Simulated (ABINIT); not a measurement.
Crystal: CsH.

```
Cs H
1.0
     0.00000    3.18800    3.18800
     3.18800    0.00000    3.18800
     3.18800    3.18800    0.00000
Cs H
1 1
Direct
  0.00000 0.00000 0.00000
  0.50000 0.50000 0.50000
```

```yaml
Program: ABINIT 10.8.3 (patched build)
Task: relaxation of cell and atoms
Functional: LDA
Potentials_or_basis: PseudoDojo NC SR LDA v0.4.1 standard
Cutoff: 1007 eV
k_mesh: 5 × 5 × 5
Occupations: fermi-dirac, width 0.05 eV
Spin: no spin polarisation
```

At the start: pressure -1.3 GPa; volume 32.40 Å³/atom.

Problem. How do energy, volume and symmetry change on relaxing?

Solution. Over 5 steps the energy falls by 18.2 meV/atom and the volume is 28.27 Å³/atom (-12.8 %); space group Fm-3m (No. 225, to 0.05 Å).

Step by step:
```tsv
step	energy change (eV)	largest force (eV/Å)	pressure (GPa)	volume (Å³)
1	0.0000	0.0000	-1.27	64.80
2	-0.0020	0.0000	-1.24	64.55
3	-0.0354	0.0000	0.27	55.31
4	-0.0364	0.0000	-0.04	56.71
5	-0.0364	0.0000	0.00	56.54
```

Final structure:
```
Cs H
1.0
     0.00000    3.04627    3.04627
     3.04627    0.00000    3.04627
     3.04627    3.04627    0.00000
Cs H
1 1
Cartesian
  0.0000 0.0000 0.0000
  3.0463 3.0463 3.0463
```

Caveat: the volume moved by -13 % from the deposited cell, more than functionals usually miss.
